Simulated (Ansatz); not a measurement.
# ZnCu: the cost of one run

Method: DFT PBE, with the methods named in each step, in Ansatz 0.2.0.

1 further run of the same task is left out (it didn't finish). Runs told in other sessions of the task aren't counted.

## 1. Starting point

It takes space group Pm-3m (No. 221, cubic). Conventional cell: a = 2.945 Å, b = 2.945 Å, c = 2.945 Å, α = 90.00°, β = 90.00°, γ = 90.00°. Around Zn (site symmetry m-3m) lie 8 Cu at 2.55 Å. Around Cu (site symmetry m-3m) lie 8 Zn at 2.55 Å.

Coordinates:

```
CELL_PARAMETERS angstrom
2.94500 0.00000 0.00000
0.00000 2.94500 0.00000
0.00000 0.00000 2.94500
ATOMIC_POSITIONS crystal
Zn 0.50000 0.50000 0.50000
Cu 0.00000 0.00000 0.00000
```

Atoms are numbered in the order of the input: Zn1, Cu2.

## 2. The bond as given, LAPW

Contents of input.yaml:

```yaml
crystal:
  lattice:
    - [2.945, 0.0, 0.0]
    - [0.0, 2.945, 0.0]
    - [0.0, 0.0, 2.945]
  atoms:
    - { symbol: Zn, position: [0.5, 0.5, 0.5] }
    - { symbol: Cu, position: [0.0, 0.0, 0.0] }
kpoints:
  mp_grid: { grid: [10, 10, 10] }
scf:
  occupations: { method: fermi_dirac, width: 0.05 }
hamiltonian:
  xc: pbe
  pseudopotentials: { kind: all_electron, lapw: { basis_error: 0.001 } }
output:
  forces: true
  stress: true
  eigenvalues: true
  populations: true
```

Launch:

```bash
$ ansatz run input.yaml --threads 1 --pin off --max-ram 2048MiB --backend cpu --events-out ev --progress --plain --runs-dir out
```

**Question.** How long does this run take on 1 thread of Arm Neoverse V1, shared host, and how much memory does it need?

About 18 s, with a peak of 0.35 GiB.
